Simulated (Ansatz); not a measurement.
Working through cell relaxations under several functionals of Be₂C, space group Fm-3m

With Ansatz 0.2.0 through its Python package.

Notebook, run cell by cell (the value of a cell's last expression is shown):

```python
import ansatz as az
import numpy as np
```

```python
def edges_and_angles(cell):
    cell = np.asarray(cell)
    a, b, c = np.linalg.norm(cell, axis=1)
    cosines = cell[1] @ cell[2] / (b * c), cell[0] @ cell[2] / (a * c), cell[0] @ cell[1] / (a * b)
    return (a, b, c, *np.degrees(np.arccos(cosines)))

crystal = (
    az.Lattice.fcc(4.33)
    .space_group(225)
    .atom('Be', (0.25, 0.75, 0.75))
    .atom('C', (0.0, 0.0, 0.0))
    .primitive()
)
```

```python
len(crystal.resolved().sites)
```

    3

```python
job = (
    crystal.calculation()
    .basis(420)
    .kpoints(8, 8, 8)
    .occupations('fixed')
    .scf(tolerance=1e-09)
    .relax(cell=True)
)
```

```python
levels = [('rpbe', 'none'), ('lda', 'none'), ('r2scan', 'none')]
print('level            a       b       c    alpha   beta  gamma  V/atom  steps')
for name, dispersion in levels:
    seen = []
    run = job.functional(name, dispersion=dispersion).session().plan()
    outcome = run.execute(on_event=lambda e: seen.append(e) if e['event'] == 'relax_step' else None)
    cell = outcome.lattice.cell_ang
    label = name if dispersion == 'none' else f'{name}+{dispersion}'
    print('{:13s} {:7.4f} {:7.4f} {:7.4f} {:6.2f} {:6.2f} {:6.2f}'.format(label, *edges_and_angles(cell)), f'{abs(np.linalg.det(cell)) / len(outcome.lattice.sites):7.3f} {len(seen):5d}')
```

    level            a       b       c    alpha   beta  gamma  V/atom  steps
    DeckWarning: relax.cell: scf.convergence.dr2_threshold = 1e-9 eV is looser than the 3e-10 eV advised for a relaxation that steers and ends on the stress (1e-10 eV for each atom of the cell: 3). What an SCF threshold leaves in a stress goes as its square root, and in the free energy as the threshold itself, and one threshold admits the most on a small cell: of the crystals measured, under no [...]
    rpbe           3.0821  3.0821  3.0821  60.00  60.00  60.00   6.901     6
    lda            3.0182  3.0182  3.0182  60.00  60.00  60.00   6.480     7
    DeckWarning: basis.ecutwfc = 420 eV is below the records' recommended 500 eV, and the density's cutoff is lower with it unless basis.ecutrho_ratio is high enough to keep the records' density cutoff: compare with a run at a higher cutoff
    r2scan         3.0554  3.0554  3.0554  60.00  60.00  60.00   6.723     4

From smallest to largest: LDA (6.48 Å³ an atom, -4.2 % against the start), r2SCAN (6.72 Å³ an atom, -0.6 % against the start) and RPBE (6.90 Å³ an atom, +2.0 % against the start). The spread is 6.5 % in volume.

The cutoff lies under the one recommended for these potentials in some of the runs. Forces vanish by symmetry, so the ions can't move, and the end may be a saddle. Edges and angles are those of the cell as typed, here a primitive one, not of the conventional cell. The starting cell is as deposited in a crystallographic database; the results hold for this polymorph, which needn't be the stable one. Warnings are shown shortened and without file and line. Hardware and time: 5 s on 1 thread of AMD EPYC 9R45 96-Core Processor (Zen 5) (shared host), peak memory 0.44 GiB.
